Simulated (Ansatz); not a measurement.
Input of an Ansatz 0.2.0 run:

input.yaml

```yaml
crystal:
  lattice:
    - [1.2511217832, 0.7223354983, 3.3729344033]
    - [-1.2511217832, 0.7223354983, 3.3729344033]
    - [0.0, -1.4446709966, 3.3729344033]
  atoms:
    - { symbol: "N", position: [0.6672382, 0.6672382, 0.6672382] }
    - { symbol: B, position: [0.0003288, 0.0003288, 0.0003288] }
hamiltonian:
  xc: pbesol
  pseudopotentials: { kind: paw }
kpoints:
  mp_grid: { grid: [12, 12, 12] }
scf:
  occupations: { method: fermi_dirac, width: 0.05 }
output:
  forces: true
  stress: true
  eigenvalues: true
relax:
  f_tol: 0.01
  max_steps: 40
  cell: { stress_tol: 0.05 }
```

Potentials or basis: Ansatz PAW.

Command:

```console
$ ansatz run input.yaml --threads 2 --pin off --max-ram 5632MiB --backend cpu --events-out ev --progress --plain --runs-dir out
```

Q: Predict the relaxed volume.

A: 9.45 Å³/atom.

Q: Estimate the relaxed cell.

A: a = 3.770 Å, b = 3.770 Å, c = 3.770 Å, α = 38.80°, β = 38.80°, γ = 38.80°.

Q: Estimate the space group after relaxing (to 0.05 Å).

A: R3m (No. 160).

Q: Estimate the band gap on the k mesh.

A: 4.24 eV, indirect (least direct gap 4.63 eV).

The path:
| step | energy change (eV) | largest force (eV/Å) | volume (Å³) |
| --- | --- | --- | --- |
| 1 | 0.0000 | 0.0028 | 18.29 |
| 2 | 0.0003 | 0.0015 | 18.45 |
| 3 | 0.0008 | 0.0002 | 18.60 |
| 4 | 0.0008 | 0.0001 | 18.60 |
| 5 | -0.0007 | 0.0000 | 18.60 |
| 6 | -0.0003 | 0.0003 | 18.73 |
| 7 | 0.0000 | 0.0002 | 18.80 |
| 8 | -0.0009 | 0.0001 | 18.80 |
| 9 | -0.0006 | 0.0000 | 18.88 |
| 10 | -0.0005 | 0.0000 | 18.91 |
| 11 | -0.0010 | 0.0000 | 18.91 |

Caveat: the plane-wave basis is chosen anew once the cell has moved, so the energies of steps on either side of that aren't comparable; the pressure holds a Pulay correction of +0.6 GPa for the finite cutoff; the PAW data sets come from PBE, with cores solved anew for the run's functional, which leaves a small shift of forces and pressure. As with any semilocal functional, this PBEsol gap is likely too small.
